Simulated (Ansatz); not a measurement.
**What a change of settings does to a run on Si**

The cell is the one relaxed in the Materials Project (mp-92), not relaxed further here; entries there can be hypothetical. The listed cell was then made from it by scaling, straining or moving an atom.

First run: DFT, r2SCAN, PAW with Ansatz's default frozen-core files, scalar-relativistic (Ansatz 0.2.0).

Command: `ansatz run input.yaml --threads 1 --pin off --max-ram 2048MiB --backend cpu --events-out ev --progress --plain --runs-dir out` The run took 10 s on 1 thread of AMD EPYC 7R43 64-Core Processor (Zen 3), on a shared host, peak memory 0.52 GiB.

```yaml
crystal:
  lattice:
    - [-2.4069428891, 2.4069428891, 1.3292653899]
    - [2.4069428891, -2.4069428891, 1.3292653899]
    - [2.4069428891, 2.4069428891, -1.3292653899]
  atoms:
    - { symbol: Si, position: [0.25, 0.75, 0.5] }
    - { symbol: Si, position: [0.5, 0.5, 0.0] }
kpoints:
  mp_grid: { grid: [16, 16, 16] }
scf:
  occupations: { method: fermi_dirac, width: 0.08 }
hamiltonian:
  xc: r2scan
  pseudopotentials: { kind: paw }
output:
  forces: true
  stress: true
  eigenvalues: true
  efg: { contact_densities: true }
```

Result: converged; pressure -1.04 GPa; no gap on the k mesh; 6 SCF iterations.

A second input differs as follows:

```diff
@@ -11,4 +11,6 @@
 scf:
   occupations: { method: fermi_dirac, width: 0.08 }
+  convergence: { dr2_threshold: 0.0 }
+  max_iter: 60
 hamiltonian:
   xc: r2scan
```

Q: What is wrong with it, and what does the program do?

A: The fault is a threshold that can't be met. The run refused before any iteration. The log ends:
```
Error: invalid value for `scf.convergence.dr2_threshold`: must be finite and > 0; got 0 eV
```
